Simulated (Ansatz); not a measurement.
One crystal and one scan (energy against volume) at two levels, PBE (plane waves to 420 eV, PAW, scalar-relativistic; Ansatz, a program for electronic structure) and PBEsol (plane waves to 420 eV, PAW, scalar-relativistic; Ansatz), each from its own relaxed cell and on its own mesh. The cell shown is that of PBE.

BeO (wurtzite)

```xyz
4
Lattice="2.7118 0.0000 0.0000 -1.3559 2.3485 0.0000 0.0000 0.0000 4.4046" Properties=species:S:1:pos:R:3 pbc="T T T"
Be     1.3559     0.7828     0.0066
Be     0.0000     1.5657     2.2088
O      1.3559     0.7828     2.7472
O      0.0000     1.5657     0.5449
```

This relaxed cell (volume V₀) is scaled evenly in all directions, its shape held. The atoms relax within the cell's symmetry.

The energy includes the smearing's −TS. BeO was relaxed with its symmetry unable to fall. With the shape held, the modulus is that of even scaling; a crystal free to change shape is softer. Percentages come from the unrounded values.

Results of PBE:

```
Quantity                                                                     Result
---------------------------------------------------------------------------  ------
Lattice constant a (Å)                                                        2.712
Lattice constant c (Å)                                                        4.405
Relaxed volume (Å³/atom)                                                       7.01
Bulk modulus at fixed cell shape B₀ (third-order Birch-Murnaghan fit) (GPa)   209.2
```

Estimate the PBEsol values.


```csv
quantity,PBEsol,PBE − PBEsol
Lattice constant a (Å),2.693,+0.019 (+0.7 %)
Lattice constant c (Å),4.373,+0.032 (+0.7 %)
Relaxed volume (Å³/atom),6.87,+0.14 (+2.1 %)
Bulk modulus at fixed cell shape B₀ (third-order Birch-Murnaghan fit) (GPa),217.5,-8.3 (-3.8 %)
```

PBE gives the higher value for: lattice constant a; lattice constant c; relaxed volume. PBE gives the lower value for: bulk modulus at fixed cell shape B₀.

(Under strain, the slope of the energy per volume gives the stress and its curvature an elastic modulus.)
